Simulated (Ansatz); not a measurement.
# CdSe: band gap under strain

How does strain move the band edges of zincblende CdSe, and do the functionals agree on it? States: +2.0 % biaxial strain in the (111) plane, free along [111]; +3.0 % biaxial strain in the (111) plane, free along [111]; +4.0 % biaxial strain in the (111) plane, free along [111].

Code: Ansatz 0.2.0. PAW datasets, plane waves. The values are computed, spin-unpolarised, and not measurements.

### Step 1. The system as given

The unstrained cell was relaxed with r2SCAN; in each strained cell the atoms were relaxed again with r2SCAN. Names of k-points are those of the unstrained zone, where strain can split equivalent points. First state: +2.0 % biaxial strain in the (111) plane, free along [111].

It is trigonal, R3m (No. 160); a = 4.425 Å, c = 10.434 Å in the conventional setting, 29.49 Å³ an atom. Near Cd stand 4 Se at 2.66–2.68 Å; near Se stand 4 Cd at 2.66–2.68 Å.

The structure in full:

```cif
data_structure
_symmetry_space_group_name_H-M 'P 1'
_symmetry_Int_Tables_number 1
_cell_length_a 4.3157
_cell_length_b 4.3157
_cell_length_c 4.3157
_cell_angle_alpha 61.687
_cell_angle_beta 61.687
_cell_angle_gamma 61.687
_cell_volume 58.99
loop_
_atom_site_label
_atom_site_type_symbol
_atom_site_fract_x
_atom_site_fract_y
_atom_site_fract_z
_atom_site_occupancy
Cd1 Cd 0.99740 0.99740 0.99740 1
Se1 Se 0.25260 0.25260 0.25260 1
```

From earlier runs on the unstrained cell: PBE 0.56 eV, r2SCAN 1.04 eV, HSE06 1.48 eV, r2SCAN+SOC 0.92 eV, G0W0 1.10 eV (on its mesh); a = 6.136 Å.

### Step 2. +2.0 % biaxial strain in the (111) plane, free along [111]: PBE

input.yaml

```yaml
crystal:
  lattice:
    - [-0.0779848093, 3.0511517754, 3.0511517754]
    - [3.0511517754, -0.0779848093, 3.0511517754]
    - [3.0511517754, 3.0511517754, -0.0779848093]
  atoms:
    - { symbol: Cd, position: [-0.0026036374, -0.0026036374, -0.0026036374] }
    - { symbol: Se, position: [0.2526036374, 0.2526036374, 0.2526036374] }
kpoints:
  mp_grid: { grid: [8, 8, 8] }
  band_path:
    path:
      - [0.0, 0.0, 0.0]
      - [-0.5, -0.5, 0.0]
      - [-0.375, -0.375, 0.25]
      - [-0.375, 0.0, 0.375]
      - [0.0, 0.0, 0.5]
      - [-0.5, -0.25, 0.25]
    npoints: 1
hamiltonian:
  xc: pbe
scf:
  occupations: { method: fermi_dirac, width: 0.02 }
  n_extra_bands: 4
output:
  forces: true
  stress: true
  eigenvalues: true
  write_density: true
  write_potential: true
  elf: true
  volumetric_format: npy
```

Started as:

```sh
$ ansatz run input.yaml --threads 2 --pin off --max-ram 29491MiB --backend cpu --events-out ev --progress --plain --runs-dir out
```

Further steps of the session: +2.0 % biaxial strain in the (111) plane, free along [111]: r2SCAN; +2.0 % biaxial strain in the (111) plane, free along [111]: HSE06; +2.0 % biaxial strain in the (111) plane, free along [111]: r2SCAN+SOC; +2.0 % biaxial strain in the (111) plane, free along [111]: r2SCAN; +2.0 % biaxial strain in the (111) plane, free along [111]: G0W0@PBE; +3.0 % biaxial strain in the (111) plane, free along [111]: PBE; +3.0 % biaxial strain in the (111) plane, free along [111]: r2SCAN; +3.0 % biaxial strain in the (111) plane, free along [111]: HSE06; +3.0 % biaxial strain in the (111) plane, free along [111]: r2SCAN+SOC; +3.0 % biaxial strain in the (111) plane, free along [111]: r2SCAN; +3.0 % biaxial strain in the (111) plane, free along [111]: G0W0@PBE; +4.0 % biaxial strain in the (111) plane, free along [111]: PBE; +4.0 % biaxial strain in the (111) plane, free along [111]: r2SCAN; +4.0 % biaxial strain in the (111) plane, free along [111]: HSE06; +4.0 % biaxial strain in the (111) plane, free along [111]: r2SCAN+SOC; +4.0 % biaxial strain in the (111) plane, free along [111]: r2SCAN; +4.0 % biaxial strain in the (111) plane, free along [111]: G0W0@PBE.

Q: Predict the outcome of this session.

**Answer**, as computed:

Least gap in eV (negative: overlap), with the change from the unstrained cell in brackets. G0W0 is on its own coarse mesh.

```
                                                     state  volume change (%)           PBE        r2SCAN         HSE06          G0W0
+2.0 % biaxial strain in the (111) plane, free along [111]               +2.2  0.43 (-0.13)  0.89 (-0.15)  1.33 (-0.15)  0.92 (-0.18)
+3.0 % biaxial strain in the (111) plane, free along [111]               +3.3  0.38 (-0.18)  0.83 (-0.21)  1.26 (-0.22)  0.82 (-0.28)
+4.0 % biaxial strain in the (111) plane, free along [111]               +4.4  0.36 (-0.20)  0.78 (-0.26)  1.20 (-0.28)  0.72 (-0.38)
```

With HSE06, of the states in the table +4.0 % biaxial strain in the (111) plane, free along [111] shifts the gap most, by -0.285 eV. PBE and HSE06 differ by 0.93 eV on the unstrained gap, and by at most 0.09 eV on its change: PBE follows the response to strain far better than the gap itself. G0W0 values are finite-basis, finite-mesh values.
